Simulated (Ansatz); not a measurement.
# ³³S NMR of the central transition in WS2 under strain

Cell: a COD entry, relaxed with PBE at fixed cell and then changed (z compressed by 3 %, ions relaxed).

```yaml
crystal:
  lattice:
    - [1.57900, 0.91164, 5.97843]
    - [-1.57900, 0.91164, 5.97843]
    - [0.00000, -1.82327, 5.97843]
  atoms:
    - { symbol: W, position: [0.00065, 0.00065, 0.00065] }
    - { symbol: S, position: [0.24650, 0.24650, 0.24650] }
    - { symbol: S, position: [0.42155, 0.42155, 0.42155] }
```

Atoms are numbered from 1 in the order listed; like atoms form one site, named after its first atom.

Computed with Ansatz: DFT, PBE, plane waves and PAW, scalar-relativistic, collinear spin, 420 eV cutoff, Γ-centred 16×16×16 k-points, Fermi–Dirac smearing 0.02 eV. Start moments as typed (μB): 2 on each W, none on the rest.

³³S has I = 3/2 and Q = -69.40 mb (Pyykkö 2018); at 16.4 T its Larmor frequency is ν₀ = 53.7 MHz. Only the quadrupole interaction is simulated: positions count from each site's isotropic chemical shift, and shift anisotropy, dipolar and J coupling are left out.

**Question.** Simulate the second-order pattern (static powder, Gaussian broadening 3 kHz) of site S3 (3 W at 2.41 Å; also 7 S at 3.14–3.16 Å).

**Answer.** The calculation gives C_Q = 6.93 MHz and η = 0.00, so ν_Q = 3.46 MHz and the centre of gravity lies at -417 ppm (-22.4 kHz).

offset (kHz), height and a bar:
```
    -81.7          0 
    -77.5         12 ####
    -73.3        100 ##############################
    -69.1         60 ##################
    -64.8         45 #############
    -60.6         37 ###########
    -56.4         33 ##########
    -52.2         30 #########
    -48.0         28 ########
    -43.7         27 ########
    -39.5         26 ########
    -35.3         25 #######
    -31.1         24 #######
    -26.9         23 #######
    -22.6         23 #######
    -18.4         23 #######
    -14.2         22 #######
    -10.0         22 #######
     -5.7         22 #######
     -1.5         22 #######
      2.7         18 #####
      6.9         18 #####
     11.1         19 ######
     15.4         20 ######
     19.6         22 ######
     23.8         23 #######
     28.0         27 ########
     32.2         31 #########
     36.5         43 #############
     40.7         71 #####################
     44.9          9 ###
     49.1          0
```

An axis of threefold or higher order runs through S3, so V_zz lies along it and η is zero.

Without spin–orbit coupling the gradients at and beside W can be off by some per cent, at some sites by more. The start moments die out, and the run ends without spin.
